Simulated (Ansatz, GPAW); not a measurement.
Given: the input of a run of Ansatz 0.2.0 on Sc. 

The input input.yaml:

```yaml
crystal:
  lattice:
    - [3.309, 0.0, 0.0]
    - [-1.6545, 2.8656780611, 0.0]
    - [0.0, 0.0, 5.2733]
  atoms:
    - { symbol: Sc, position: [0.6666666667, 0.3333333333, 0.75] }
    - { symbol: Sc, position: [0.3333333333, 0.6666666667, 0.25] }
kpoints:
  mp_grid: { grid: [9, 9, 5] }
scf:
  occupations: { method: gaussian, width: 0.02 }
hamiltonian:
  xc: pbesol
  pseudopotentials: { kind: all_electron, lapw: { basis_error: 0.001 } }
output:
  forces: true
  stress: true
  eigenvalues: true
```

Potentials or basis: all-electron LAPW, scalar-relativistic.

Launch:

```bash
$ ansatz run input.yaml --threads 1 --pin off --max-ram 3072MiB --backend cpu --events-out ev --progress --plain --runs-dir out
```

Task: What does the same run look like in GPAW 26.7.0 (ASE script)? Potentials or basis there: PAW data sets generated for this functional, cutoff 600 eV.

Result: As run (cutoffs and basis follow the program's own potentials, and thresholds, step limits or extra output files can differ):

File run.py:

```python
from ase.dft.bandgap import bandgap
from ase.io import read, write
from ase.units import GPa
from gpaw import GPAW, PW, setup_paths

setup_paths.insert(0, '.')

atoms = read('POSCAR')

calc = GPAW(mode=PW(600),
            xc='PBEsol',
            kpts={'size': (9, 9, 5), 'gamma': True},
            occupations={'name': 'methfessel-paxton', 'order': 0, 'width': 0.02},
            nbands=23,
            convergence={'density': 1e-05, 'energy': 1e-05},
            maxiter=150,
            txt='gpaw.txt')
atoms.calc = calc
energy = atoms.get_potential_energy()
forces = atoms.get_forces()
stress = atoms.get_stress()
calc.write('gs.gpw')
write('result.traj', atoms)
print(f'Energy: {energy:.6f} eV')
print('Forces (eV/A):')
print(forces.round(4))
print('Stress (GPa):', (stress / GPa).round(3))
print('Fermi level:', round(calc.get_fermi_level(), 4), 'eV')
print(f'Gap: {bandgap(calc)[0]:.4f} eV, direct: {bandgap(calc, direct=True)[0]:.4f} eV')
```

The input POSCAR:

```
Sc
1.0
    3.3090000000      0.0000000000      0.0000000000
   -1.6545000000      2.8656780611      0.0000000000
    0.0000000000      0.0000000000      5.2733000000
Sc
2
Direct
    0.6666666667      0.3333333333      0.7500000000
    0.3333333333      0.6666666667      0.2500000000
```

Potentials or basis: PAW data sets generated in the run's folder for this functional, pw.

Command:

```bash
$ gpaw-setup -f PBEsol Sc
$ OMP_NUM_THREADS=1 python run.py
```

Both were run:

|  | Ansatz | GPAW |
| --- | --- | --- |
| Pressure | -2.8 GPa | -2.8 GPa |

Where Ansatz's input types no cutoff or centring, it takes its own default and a Γ-centred mesh.

Pressure is positive in compression.
